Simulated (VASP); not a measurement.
Runs of VASP 6.6.1 on Si. It takes space group Fd-3m (No. 227, cubic). The conventional cell has a = 5.427 Å, b = 5.427 Å, c = 5.427 Å, α = 90.00°, β = 90.00°, γ = 90.00°. Si (site symmetry -43m) has 4 Si at 2.35 Å as nearest neighbours. 

```tsv
level	potentials or basis	gap on the mesh (eV)	pressure (GPa)	relaxed volume (Å³/atom)
r2SCAN	VASP PAW PBE potentials, release 64 (Si)	0.81	0.0	(a)
PBEsol	VASP PAW PBE potentials, release 64 (Si)	0.49	0.0	20.08
PBE	VASP PAW PBE potentials, release 64 (Si)	0.64	0.0	(c)
LDA	VASP PAW LDA potentials, release 64 (Si)	(b)	0.0	19.72
```

Alike in all rows: task relaxation of cell and atoms; no spin polarisation; cell relaxed; k mesh 13 × 13 × 13; cutoff (eV) 600; smearing fermi-dirac 0.05 eV.

Q: Estimate the missing entries.

A: (a) 20.12; (b) 0.47; (c) 20.44.

Caveats: an odd mesh through Γ misses points on the zone boundary, where band edges often lie; the PAW data sets were made with another functional, which shifts forces and pressure a little (some runs).

Not every run made on this cell is shown here.
